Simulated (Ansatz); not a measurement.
Molecular dynamics on a 2×2×2 supercell (24 atoms) of CaF₂ (fluorite), relaxed with r2SCAN. Forces come from PBE in Ansatz 0.2.0: Langevin thermostat and barostat (NPT), 100 K, steps of 3 fs. Classical nuclei, no spin polarisation; a few dozen steps show the first response, not equilibrium.

```yaml
crystal:
  lattice:
    - [0.0, 5.4391859474, 5.4391859474]
    - [5.4391859474, 0.0, 5.4391859474]
    - [5.4391859474, 5.4391859474, 0.0]
  atoms:
    - { symbol: Ca, position: [0.0, 0.0, 0.0] }
    - { symbol: F, position: [0.125, 0.125, 0.125] }
    - { symbol: F, position: [0.375, 0.375, 0.375] }
    - { symbol: Ca, position: [0.0, 0.0, 0.5] }
    - { symbol: F, position: [0.125, 0.125, 0.625] }
    - { symbol: F, position: [0.375, 0.375, 0.875] }
    - { symbol: Ca, position: [0.0, 0.5, 0.0] }
    - { symbol: F, position: [0.125, 0.625, 0.125] }
    - { symbol: F, position: [0.375, 0.875, 0.375] }
    - { symbol: Ca, position: [0.0, 0.5, 0.5] }
    - { symbol: F, position: [0.125, 0.625, 0.625] }
    - { symbol: F, position: [0.375, 0.875, 0.875] }
    - { symbol: Ca, position: [0.5, 0.0, 0.0] }
    - { symbol: F, position: [0.625, 0.125, 0.125] }
    - { symbol: F, position: [0.875, 0.375, 0.375] }
    - { symbol: Ca, position: [0.5, 0.0, 0.5] }
    - { symbol: F, position: [0.625, 0.125, 0.625] }
    - { symbol: F, position: [0.875, 0.375, 0.875] }
    - { symbol: Ca, position: [0.5, 0.5, 0.0] }
    - { symbol: F, position: [0.625, 0.625, 0.125] }
    - { symbol: F, position: [0.875, 0.875, 0.375] }
    - { symbol: Ca, position: [0.5, 0.5, 0.5] }
    - { symbol: F, position: [0.625, 0.625, 0.625] }
    - { symbol: F, position: [0.875, 0.875, 0.875] }
kpoints:
  mp_grid: { grid: [2, 2, 2] }
hamiltonian:
  xc: pbe
scf:
  occupations: { method: fermi_dirac, width: 0.02 }
md:
  ensemble: npt_langevin
  temperature: 100
  timestep: 3.0
  n_steps: 40
  initial_velocities: maxwell_boltzmann
  seed: 3636
```

Run as `ansatz run input.yaml --threads 4 --pin off --max-ram 3686MiB --backend cpu --events-out ev --progress --plain --runs-dir out`.

Q: It ran on 4 threads of Arm Neoverse V1, on a shared host. About how long did it take, and what peak of host memory did it reach?

A: About 3.1 min, with a peak of 1.3 GiB.

```
step  t (fs)  T (K)  free energy F from step 0 (meV/atom)  kinetic energy (meV/atom)  pressure (GPa)  volume (Å³/atom)  largest force (eV/Å)
   0       0     96                                   0.0                       12.4            3.43             13.41                  0.00
   1       3     90                                   0.3                       11.6            3.41             13.41                  0.12
   2       6     82                                   0.9                       10.6            3.36             13.42                  0.23
   3       9     80                                   2.0                       10.4            3.29             13.44                  0.32
   4      12     69                                   3.2                        8.9            3.18             13.46                  0.41
   5      15     50                                   4.4                        6.4            3.01             13.49                  0.49
   6      18     39                                   5.2                        5.1            2.81             13.53                  0.55
   7      21     29                                   5.7                        3.7            2.58             13.57                  0.61
   8      24     28                                   5.8                        3.6            2.34             13.61                  0.63
   9      27     31                                   5.5                        4.0            2.07             13.65                  0.63
  10      30     30                                   4.9                        3.9            1.76             13.71                  0.63
  11      33     38                                   4.1                        4.8            1.41             13.77                  0.62
  12      36     42                                   3.3                        5.4            1.05             13.83                  0.62
  13      39     45                                   2.6                        5.8            0.69             13.89                  0.60
  14      42     54                                   1.9                        6.9            0.33             13.95                  0.55
  15      45     63                                   1.4                        8.2           -0.01             14.01                  0.50
  16      48     67                                   1.1                        8.7           -0.34             14.07                  0.46
  17      51     73                                   1.0                        9.4           -0.66             14.13                  0.45
  18      54     78                                   1.3                       10.1           -0.97             14.20                  0.45
  19      57     78                                   1.9                       10.1           -1.26             14.25                  0.44
  20      60     83                                   2.7                       10.8           -1.49             14.30                  0.43
  21      63     83                                   3.7                       10.7           -1.70             14.34                  0.45
  22      66     82                                   4.8                       10.7           -1.87             14.38                  0.51
  23      69     74                                   6.1                        9.6           -2.00             14.41                  0.56
  24      72     61                                   7.2                        7.9           -2.12             14.44                  0.61
  25      75     62                                   8.2                        8.0           -2.23             14.46                  0.65
  26      78     65                                   8.8                        8.5           -2.30             14.48                  0.66
  27      81     71                                   9.2                        9.2           -2.35             14.49                  0.64
  28      84     77                                   9.2                        9.9           -2.38             14.50                  0.60
  29      87     78                                   9.1                       10.1           -2.38             14.50                  0.59
  30      90     85                                   8.7                       11.0           -2.36             14.50                  0.57
  31      93     92                                   8.4                       11.9           -2.33             14.50                  0.54
  32      96     99                                   8.1                       12.9           -2.28             14.49                  0.55
  33      99    105                                   8.0                       13.6           -2.24             14.49                  0.56
  34     102    104                                   8.2                       13.4           -2.18             14.48                  0.57
  35     105     92                                   8.5                       11.9           -2.12             14.47                  0.58
  36     108     89                                   8.8                       11.5           -2.01             14.45                  0.58
  37     111     80                                   9.2                       10.4           -1.89             14.42                  0.63
  38     114     81                                   9.6                       10.5           -1.75             14.40                  0.70
  39     117     77                                  10.0                       10.0           -1.63             14.37                  0.74
  40     120     71                                  10.3                        9.1           -1.51             14.35                  0.77
```

The temperature starts at 96 K, is lowest at step 8 (28 K, 24 fs) and ends at 71 K. The thermostat hasn't had time to restore it. The atoms start on their lattice sites with kinetic energy alone, so much of it first passes into potential energy.

Positions (Å) and forces (eV/Å) at step 40:
```
cell (Å): 0.000 5.564 5.564; 5.564 0.000 5.564; 5.564 5.564 0.000
Ca  -0.091   0.047  -0.070     0.412  -0.109   0.254
F    1.331   1.453   1.359    -0.041  -0.301  -0.135
F    4.144   4.238   4.194    -0.191  -0.530  -0.181
Ca   2.752   2.720  -0.014    -0.217   0.139  -0.199
F    4.130   4.263   1.348    -0.016  -0.355  -0.061
F    6.950   6.976   4.112    -0.011   0.081   0.111
Ca   2.799  -0.017   2.755    -0.559  -0.097  -0.146
F    4.153   1.335   4.119    -0.141   0.247   0.254
F    6.904   4.172   6.961     0.139  -0.100  -0.056
Ca   5.510   2.797   2.714     0.268   0.085   0.195
F    6.883   4.232   4.139     0.097  -0.071   0.079
F    9.692   6.997   7.025    -0.175  -0.127  -0.504
Ca  -0.123   2.798   2.734     0.293  -0.084   0.207
F    1.272   4.220   4.161     0.180  -0.052   0.033
F    4.099   6.939   6.975     0.206   0.310  -0.107
Ca   2.773   5.446   2.756    -0.226   0.688   0.274
F    4.126   6.960   4.198     0.082  -0.114   0.020
F    6.876   9.699   6.954     0.140   0.039  -0.229
Ca   2.705   2.703   5.518     0.033   0.474   0.221
F    4.141   4.224   6.949    -0.024  -0.192  -0.165
F    6.879   7.077   9.662     0.062  -0.354   0.135
Ca   5.617   5.545   5.554    -0.434   0.043  -0.163
F    6.937   6.894   6.907    -0.021   0.152  -0.038
F    9.619   9.672   9.681     0.145   0.230   0.202
```
